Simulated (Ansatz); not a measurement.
# Pt: a line through a two-coordinate scan, part 2 of 2

One line of a two-coordinate grid on Pt (P6_3/mmc, No. 194; 2 atoms in the cell): volume per atom is varied, at total spin moment of the cell, held fixed = 0.8 μB.

Ansatz 0.2.0; DFT LDA, scalar-relativistic, plane waves, PAW. Earlier steps stand in the parts before.

**10. Grid point (16.86 Å³, 0.8 μB)**

This is Pt in the hcp structure; at room conditions it is fcc.

The input, input.yaml:

```yaml
crystal:
  lattice:
    - [2.8250521638, 0.0, 0.0]
    - [-1.4125260819, 2.4465669409, 0.0]
    - [0.0, 0.0, 4.8781199007]
  atoms:
    - { symbol: Pt, position: [0.6666666667, 0.3333333333, 0.75], spin: 0.4 }
    - { symbol: Pt, position: [0.3333333333, 0.6666666667, 0.25], spin: 0.4 }
basis:
  ecutwfc: 420
kpoints:
  mp_grid: { grid: [21, 21, 10] }
hamiltonian:
  xc: lda
  pseudopotentials: { kind: paw, azcp: { folder: soft_1 } }
scf:
  occupations: { method: gaussian, width: 0.15 }
  lower_state_search: "off"
output:
  forces: true
  stress: true
  eigenvalues: true
  populations: true
magnetization:
  spin_polarized: true
  initial_magnetization: 0.8
  spin_locking: { lock_magnetization: hard }
```

Command:

```bash
> ansatz run input.yaml --threads 2 --pin off --max-ram 4096MiB --backend cpu --events-out ev --progress --plain --runs-dir out
```

Standard output, shortened:

```text
[...]
SCF converged after 8 iterations
Stability checked in part: among states of this total moment the steps that led to this state did not find it unstable. No probe was made; neither looks for a lower state of another moment (fixed_total_moment; see scf.lower_state_search)
an eigenvalue changed by more than its tolerance at an iteration that met the thresholds in force, so the SCF went on 1 time: the last check found none over its tolerance
Magnetization: 0.8000 μB (18.4000 up, 17.6000 down)
Absolute magnetization: 0.8067 μB (∫|ρ↑−ρ↓|, with the PAW one-centre terms)
Spin contamination: 0.0007 ħ² per cell (⟨S²⟩ above its minimum at these occupations)
Per-site moments (μB) at R_I (Å): [(0.3933161235964087, 1.16533401757536), (0.39331612359640894, 1.16533401757536)]
Free energy (F): -24492.030204 eV
[...]
E sigma→0 (E₀):  -24492.009402 eV
Entropy (-TS):   -0.041605 eV (-20.803 meV/atom)
Fermi energy:    19.764760 (↑ 19.834847, ↓ 19.694673) eV
[...]
--- Forces (eV/Å), atoms counted from 1 ---
  atom   1  Pt    -0.00000000    -0.00000000     0.00000000
  atom   2  Pt    -0.00000000     0.00000000     0.00000000
[...]
--- Stress (GPa, compression-positive) ---
      -26.830097       0.000000       0.000000
        0.000000     -26.830097       0.000000
        0.000000       0.000000     -25.958102
  P = ⅓ Tr σ = -26.5394 GPa (-265.394 kbar)
--- Band table (eV; the first three rows and the last of 576) ---
  k-point 0 ↑: bands = ["-78.6589", "-78.6451", "-32.7496", "-32.5915", "-32.5915", "-32.5591", "-32.5591", "-32.4911", "10.5998", "13.1908", "16.0861", "16.5593", "16.5593", "16.8903", "16.8903", "17.9760", "17.9760", "19.2690", "19.4223", "19.4223", "23.8927", "34.8940", "35.4440"]
[...]
--- Löwdin populations: 2 sites ---
  site symbol       q [e]    m [muB]
     0     Pt     17.8593     0.4032
     1     Pt     17.8593     0.4032
  spilling = 0.007814 (of n_electrons = 36.000000)
```

Wall time 7.2 s (2 threads of Intel Xeon 6975P-C (Granite Rapids), shared host); peak memory 0.6 GiB.

**11. Grid point (17.53 Å³, 0.8 μB)**

input.yaml: that of step 10 with these lines changed.

```diff
@@ -2,5 +2,5 @@
   lattice:
-    - [2.8250521638, 0.0, 0.0]
-    - [-1.4125260819, 2.4465669409, 0.0]
-    - [0.0, 0.0, 4.8781199007]
+    - [2.8619386323, 0.0, 0.0]
+    - [-1.4309693161, 2.4785115596, 0.0]
+    - [0.0, 0.0, 4.941813102]
   atoms:
```

Command:

```bash
> ansatz run input.yaml --threads 2 --pin off --max-ram 4096MiB --backend cpu --events-out ev --progress --plain --runs-dir out
```

Standard output, shortened:

```text
Warning: <dir> the record states the generating functional pbe (its physics header spells it `PBE`), which answers neither for hamiltonian.xc's functional nor for the lda family's — results may be inconsistent (PPs are generated against a specific XC)
Warning: output.stress: scf.convergence.dr2_threshold = 1e-7 eV (the SCF's general default) is looser than the 2e-10 eV advised for a printed stress (1e-10 eV for each atom of the cell: 2). What an SCF threshold leaves in a stress goes as its square root, and in the free energy as the [...]
Warning: RAYON_NUM_THREADS=2 ignored (pool sized by the plan → 2); use --threads N
[...]
[... 3 set-up lines as earlier in the session ...]
[...]
Crystal: 2 atoms, lattice volume = 35.054 Å³
Basis set: ecut = 420 eV, 713 PW (Γ)
Bands: 23, of which v1, the nominal top of the filled ones, is band 18 counted from 1 (17 counted from 0)
[... 1 set-up line as earlier in the session ...]
Space group: P63/mmc (ITA 194), of the structure as read, at distance tolerance 3.3e-5 Å
[...]
an eigenvalue changed by more than its tolerance at an iteration that met the thresholds in force, so the SCF went on 1 time: the last check found none over its tolerance
Magnetization: 0.8000 μB (18.4000 up, 17.6000 down)
Absolute magnetization: 0.8082 μB (∫|ρ↑−ρ↓|, with the PAW one-centre terms)
Spin contamination: 0.0008 ħ² per cell (⟨S²⟩ above its minimum at these occupations)
Per-site moments (μB) at R_I (Å): [(0.39469097168463324, 1.1805496858132967), (0.3946909716846333, 1.1805496858132967)]
Free energy (F): -24491.787329 eV
[...]
E sigma→0 (E₀):  -24491.765353 eV
Entropy (-TS):   -0.043952 eV (-21.976 meV/atom)
Fermi energy:    18.710790 (↑ 18.769768, ↓ 18.651811) eV
[...]
--- Forces (eV/Å), atoms counted from 1 ---
  atom   1  Pt     0.00000000    -0.00000000     0.00000000
  atom   2  Pt    -0.00000000     0.00000000     0.00000000
[...]
--- Stress (GPa, compression-positive) ---
      -31.952688       0.000000       0.000000
        0.000000     -31.952688       0.000000
        0.000000       0.000000     -30.189232
  P = ⅓ Tr σ = -31.3649 GPa (-313.649 kbar)
--- Band table (eV; the first three rows and the last of 576) ---
[... band rows left out ...]
[...]
--- Löwdin populations: 2 sites ---
  site symbol       q [e]    m [muB]
     0     Pt     17.8636     0.4035
     1     Pt     17.8636     0.4035
  spilling = 0.007578 (of n_electrons = 36.000000)
```

It took 7.4 s on 2 threads of Intel Xeon 6975P-C (Granite Rapids), shared host; peak memory 0.61 GiB.

**12. The line in numbers**

What follows sums up all 2 parts.

```
volume per atom (Å³)  step  energy (meV/atom)  pressure (GPa)  absolute magnetic moment (μB per cell)
               12.18     3                707             102                                   0.801
               12.85     4                360              66                                   0.801
               13.52     5                147              38                                   0.801
               14.19     6                 35              17                                   0.802
               14.85     7                  0               1                                   0.803
               15.52     8                 22             −11                                   0.804
               16.19     9                 88             −20                                   0.805
               16.86    10                185             −27                                   0.807
               17.53    11                307             −31                                   0.808
```

Energies count from the lowest point of the line.

Of the points computed the energy is lowest at 14.85 Å³. Three points round the minimum, joined by a parabola, put the minimum at 14.930 Å³, with a curvature of about 130 meV/atom per (Å³)². The well is lopsided: two grid steps out, the energy rises by 147 meV/atom towards smaller values and 88 meV/atom towards larger ones. The highest point computed, at 12.18 Å³, lies 707 meV/atom above the lowest. This is one cut through a surface in two coordinates; the map's lowest point lies off it. Spin-orbit coupling is left out for Pt.
